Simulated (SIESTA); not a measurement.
Wanted: the native input for a SIESTA 5.4.2 run.

| Quantity | Value |
| --- | --- |
| Task | band structure |
| Functional | BLYP |
| Potentials or basis | PseudoDojo 0.4 standard (PBE files) |
| Basis | DZP (energy shift 0.003 Ry; two zetas on semicore shells) |
| Grid cutoff | 800 Ry |
| Energy shift | 0.003 Ry |
| k mesh | 9 × 9 × 9 |
| Occupations | fermi-dirac, width 0.05 eV |
| Spin | collinear spin, ferromagnetic start |
| Starting moments | [4.0, 0.0] μB |

Crystal: MnS.

```
Mn S
1.0
     0.00000    2.60450    2.60450
     2.60450    0.00000    2.60450
     2.60450    2.60450    0.00000
Mn S
1 1
Direct
  0.00000 0.00000 0.00000
  0.50000 0.50000 0.50000
```

One way to write it, as run:

MnS.fdf

```
SystemName                      MnS
SystemLabel                     MnS
NumberOfSpecies                 2
NumberOfAtoms                   2
%block ChemicalSpeciesLabel
  1  25 Mn
  2  16 S
%endblock ChemicalSpeciesLabel

LatticeConstant                 1.0 Ang
%block LatticeVectors
     0.0000000000     2.6045000000     2.6045000000
     2.6045000000     0.0000000000     2.6045000000
     2.6045000000     2.6045000000     0.0000000000
%endblock LatticeVectors
AtomicCoordinatesFormat         Fractional
%block AtomicCoordinatesAndAtomicSpecies
     0.0000000000     0.0000000000     0.0000000000  1  Mn
     0.5000000000     0.5000000000     0.5000000000  2  S
%endblock AtomicCoordinatesAndAtomicSpecies

%block kgrid.MonkhorstPack
    9   0   0  0.0
    0   9   0  0.0
    0   0   9  0.0
%endblock kgrid.MonkhorstPack
XC.Functional                   GGA
XC.Authors                      BLYP
PAO.BasisSize                   DZP
PAO.EnergyShift                 0.003 Ry
Mesh.Cutoff                     800 Ry
Spin                            polarized
%block DM.InitSpin
    1   4.000
    2   0.000
%endblock DM.InitSpin
OccupationFunction              FD
ElectronicTemperature           0.05 eV
MaxSCFIterations                200
SCF.MustConverge                false
SCF.Mixer.Method                Pulay
SCF.Mixer.Weight                0.1
SCF.Mixer.History               10
SCF.DM.Tolerance                5.0e-05
SCF.H.Tolerance                 1.0e-03 eV
WriteForces                     true
Charge.Mulliken                 end
BandLinesScale                  ReciprocalLatticeVectors
%block BandLines
    1    0.000000   0.000000   0.000000  \Gamma
   12    0.500000   0.000000   0.500000  X
    6    0.500000   0.250000   0.750000  W
    4    0.375000   0.375000   0.750000  K
   13    0.000000   0.000000   0.000000  \Gamma
   11    0.500000   0.500000   0.500000  L
    8    0.625000   0.250000   0.625000  U
    4    0.500000   0.250000   0.750000  W
    9    0.500000   0.500000   0.500000  L
    8    0.375000   0.375000   0.750000  K
    1    0.625000   0.250000   0.625000  U
    4    0.500000   0.000000   0.500000  X
%endblock BandLines
%block PAO.Basis
  Mn 5
  n=3 0 2
    2.738 0.000
  n=4 0 2
    7.550 0.000
  n=3 1 2
    3.076 0.000
  n=4 1 1
    7.550
  n=3 2 2
    5.149 0.000
%endblock PAO.Basis
```

Potentials or basis: PseudoDojo 0.4 standard (PBE files), DZP (energy shift 0.003 Ry; two zetas on semicore shells).

Launch:

```bash
$ siesta < MnS.fdf > MnS.out 2>&1
```

Results of the run:

```yaml
Pressure: 2.7 GPa
Band_gap_on_the_k_mesh: none (metal or under the smearing width)
Net_moment: 4.70 μB per cell
Site_moments: Mn +4.51; S +0.19 μB
```

Caveat: short orbitals over semicore shells can move pressures by several GPa; the potentials were made for another functional, which shifts forces and pressure; the basis of atomic orbitals isn't converged, which shifts pressures, moduli and gaps; a cell with one magnetic atom can't hold antiferromagnetic order, which such compounds often take; semilocal functionals often make such compounds metallic where correlation or magnetic order opens a gap, which also shifts bond lengths.

Wall time 42 s on 1 thread of Intel(R) Xeon(R) 6975P-C (Granite Rapids), on a shared host, peak memory 0.28 GiB.
